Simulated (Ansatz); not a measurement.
Crystal: HgSe.

```
Hg Se
1.0
     0.00000    3.03900    3.03900
     3.03900    0.00000    3.03900
     3.03900    3.03900    0.00000
Hg Se
1 1
Direct
  0.00000 0.00000 0.00000
  0.75000 0.75000 0.75000
```

- Program: Ansatz 0.2.0
- Task: relaxation of cell and atoms
- Functional: revPBE
- Dispersion: D4
- Potentials or basis: all-electron LAPW, scalar-relativistic
- Basis error allowed: 0.001 eV/atom
- k mesh: 8 × 8 × 8
- Occupations: fermi-dirac, width 0.05 eV
- Spin: no spin polarisation

At the start: volume 28.07 Å³/atom.

**Question.** Where does the relaxation end?

**Answer.** Over 5 steps the energy falls by 8.9 meV/atom and the volume is 29.33 Å³/atom (+4.5 %); space group F-43m (No. 216, to 0.05 Å).

Step by step:
| step | energy change (eV) | largest force (eV/Å) | volume (Å³) |
| --- | --- | --- | --- |
| 1 | 0.0000 | 0.0000 | 56.13 |
| 2 | -0.0165 | 0.0000 | 59.39 |
| 3 | -0.0178 | 0.0000 | 58.73 |
| 4 | -0.0178 | 0.0000 | 58.67 |
| 5 | -0.0178 | 0.0000 | 58.67 |

Final structure:
```cif
data_structure
_symmetry_space_group_name_H-M 'P 1'
_symmetry_Int_Tables_number 1
_cell_length_a 4.3615
_cell_length_b 4.3615
_cell_length_c 4.3615
_cell_angle_alpha 60.000
_cell_angle_beta 60.000
_cell_angle_gamma 60.000
_cell_volume 58.67
loop_
_atom_site_label
_atom_site_type_symbol
_atom_site_fract_x
_atom_site_fract_y
_atom_site_fract_z
_atom_site_occupancy
Hg1 Hg 0.00000 0.00000 0.00000 1
Se1 Se 0.75000 0.75000 0.75000 1
```
